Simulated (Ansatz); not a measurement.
**Orbital-resolved density of states of Tl**

```yaml
crystal:
  lattice:
    - [-1.94100, 1.94100, 1.94100]
    - [1.94100, -1.94100, 1.94100]
    - [1.94100, 1.94100, -1.94100]
  atoms:
    - { symbol: Tl, position: [0.00000, 0.00000, 0.00000] }
```

The cell is COD entry 9008555, as deposited and not checked against the literature; nothing was relaxed.

Spin–orbit coupling is left out, though it moves levels of the heavy atoms by tenths of an eV or more.

The calculation used Ansatz 0.2.0, DFT, PBE, all-electron LAPW, scalar-relativistic.

Sampling and basis: a Γ-centred 13×13×13 k mesh, Fermi–Dirac smearing of 0.05 eV, basis error target 0.25 meV/atom, no spin polarisation.

States per eV for one atom of each kind, in 0.4 eV bins named by their centres, from the Fermi level, projected on a minimal set of Löwdin-orthogonalised atomic shells; orbitals are real harmonics on the Cartesian axes, equal curves share a column, and empty bins are left out, as is all above 6.2 eV, near the top of the computed bands.

Tl 5d:

```
# E all dz2=dx2-y2 dxz=dyz=dxy
-11.9 3.06 0.25 0.85
-11.5 10.47 2.15 2.05
-11.1 11.25 2.57 2.04
-7.9 0.01 0.00 0.00
-7.5 0.01 0.00 0.00
-7.1 0.01 0.00 0.00
-6.7 0.01 0.00 0.00
-6.3 0.01 0.00 0.00
-5.9 0.01 0.00 0.00
-5.5 0.01 0.00 0.00
-5.1 0.02 0.00 0.01
-4.7 0.01 0.00 0.00
-4.3 0.01 0.00 0.00
-1.1 0.01 0.00 0.00
-0.7 0.01 0.00 0.00
-0.3 0.01 0.00 0.00
1.3 0.01 0.00 0.00
1.7 0.01 0.00 0.00
2.1 0.01 0.00 0.00
2.5 0.01 0.00 0.00
```

Tl 6p:

```
# E all pz=px=py
-11.9 0.01 0.00
-11.5 0.09 0.03
-11.1 0.03 0.01
-9.5 0.03 0.01
-9.1 0.06 0.02
-8.7 0.08 0.03
-8.3 0.09 0.03
-7.9 0.10 0.03
-7.5 0.11 0.04
-7.1 0.12 0.04
-6.7 0.12 0.04
-6.3 0.12 0.04
-5.9 0.12 0.04
-5.5 0.12 0.04
-5.1 0.12 0.04
-4.7 0.09 0.03
-4.3 0.05 0.02
-3.9 0.03 0.01
-3.5 0.02 0.01
-3.1 0.01 0.00
-2.7 0.01 0.00
-2.3 0.09 0.03
-1.9 0.20 0.07
-1.5 0.29 0.10
-1.1 0.40 0.13
-0.7 0.58 0.19
-0.3 0.44 0.15
0.1 0.33 0.11
0.5 0.33 0.11
0.9 0.37 0.12
1.3 0.44 0.15
1.7 0.46 0.15
2.1 0.46 0.15
2.5 0.47 0.16
2.9 0.47 0.16
3.3 0.48 0.16
3.7 0.49 0.16
4.1 0.49 0.16
4.5 0.51 0.17
4.9 0.53 0.18
5.3 0.55 0.18
5.7 0.53 0.18
```

Tl 6s:

```
# E all
-11.9 0.02
-11.5 0.04
-11.1 0.02
-9.9 0.01
-9.5 0.06
-9.1 0.08
-8.7 0.09
-8.3 0.10
-7.9 0.12
-7.5 0.13
-7.1 0.15
-6.7 0.18
-6.3 0.21
-5.9 0.25
-5.5 0.33
-5.1 0.53
-4.7 0.56
-4.3 0.35
-3.9 0.13
-3.5 0.08
-3.1 0.05
-2.7 0.03
-2.3 0.02
-1.9 0.02
-1.5 0.03
-1.1 0.05
-0.7 0.09
-0.3 0.10
0.1 0.09
0.5 0.09
0.9 0.09
1.3 0.08
1.7 0.08
2.1 0.07
2.5 0.07
2.9 0.06
3.3 0.06
3.7 0.06
4.1 0.05
4.5 0.05
4.9 0.05
5.3 0.04
5.7 0.04
```
